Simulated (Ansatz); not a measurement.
# FeCo (Pm-3m): equation of state

An exercise on one series of results from a longer session: the logs are not shown, and one member is left open.

Method: DFT r²SCAN, scalar-relativistic, plane waves, PAW, in Ansatz 0.2.0.

## Starting point

It takes space group Pm-3m (No. 221, cubic). Conventional cell: a = 2.839 Å, b = 2.839 Å, c = 2.839 Å, α = 90.00°, β = 90.00°, γ = 90.00°. Fe (site symmetry m-3m) is surrounded by 8 Co at 2.46 Å. Around Co (site symmetry m-3m) lie 8 Fe at 2.46 Å.

As a file:

```cif
data_structure
_symmetry_space_group_name_H-M 'Pm-3m'
_symmetry_Int_Tables_number 221
_cell_length_a 2.8391
_cell_length_b 2.8391
_cell_length_c 2.8391
_cell_angle_alpha 90.000
_cell_angle_beta 90.000
_cell_angle_gamma 90.000
_cell_volume 22.88
loop_
_atom_site_label
_atom_site_type_symbol
_atom_site_symmetry_multiplicity
_atom_site_Wyckoff_symbol
_atom_site_fract_x
_atom_site_fract_y
_atom_site_fract_z
_atom_site_occupancy
Fe1 Fe 1 b 0.50000 0.50000 0.50000 1
Co1 Co 1 a 0.00000 0.00000 0.00000 1
```

An earlier run at r²SCAN left this cell at 11.442 Å³/atom and 0.00 GPa (16×16×16 mesh).

Volume factors to run: 0.980, 1.020, 0.960, 1.040.

Set-up of the first run:

File input.yaml:

```yaml
crystal:
  lattice:
    - [2.8200233234, 0.0, 0.0]
    - [0.0, 2.8200233234, 0.0]
    - [0.0, 0.0, 2.8200233234]
  atoms:
    - { symbol: Fe, position: [0.5, 0.5, 0.5], spin: 3.41 }
    - { symbol: Co, position: [0.0, 0.0, 0.0], spin: 2.16 }
basis:
  ecutwfc: 500
  ecutrho_ratio: 4
kpoints:
  mp_grid: { grid: [16, 16, 16] }
hamiltonian:
  xc: r2scan
scf:
  occupations: { method: gaussian, width: 0.05 }
output:
  forces: true
  stress: true
  eigenvalues: true
  populations: true
magnetization:
  spin_polarized: true
```

On the command line:

```sh
$ ansatz run input.yaml --threads 2 --pin off --max-ram 5120MiB --backend cpu --events-out ev --progress --plain --runs-dir out
```

Among the steps run: Scaling the volume by 0.980; At 1.020 of the relaxed volume; Volume × 0.960; Scaling the volume by 1.040.

One of the session's tables, all rows but one given; the rest of the session is left out.

It belongs to the step «The fit». 

| volume (Å³/atom) | energy (meV/atom) | pressure (GPa) | moment of atom 1 (μB) |
| --- | --- | --- | --- |
| 10.984 | 12.23 | 8.87 | 3.05 |
| 11.213 | ? | ? | ? |
| 11.442 | 0.00 | 0.00 | 3.10 |
| 11.671 | 2.67 | -3.78 | 3.13 |
| 11.900 | 10.58 | -7.25 | 3.14 |

**Question.** Estimate the row for volume (Å³/atom) = 11.213.

Worked estimate for «energy (meV/atom)». A straight line through the neighbours (10.984, 12.23) and (11.442, 0.00) gives 12.23 + (0.00 − 12.23) × (11.213 − 10.984) / (11.442 − 10.984) = 6.12; a parabola fitted to 3 rows on both sides gives 3.19.

As computed: energy (meV/atom): 2.93; pressure (GPa): 4.17; moment of atom 1 (μB): 3.08. In «energy (meV/atom)» the line misses by +3.19 and the parabola by +0.26.

Limits of these values: Warnings in the runs' records: stability check not made.
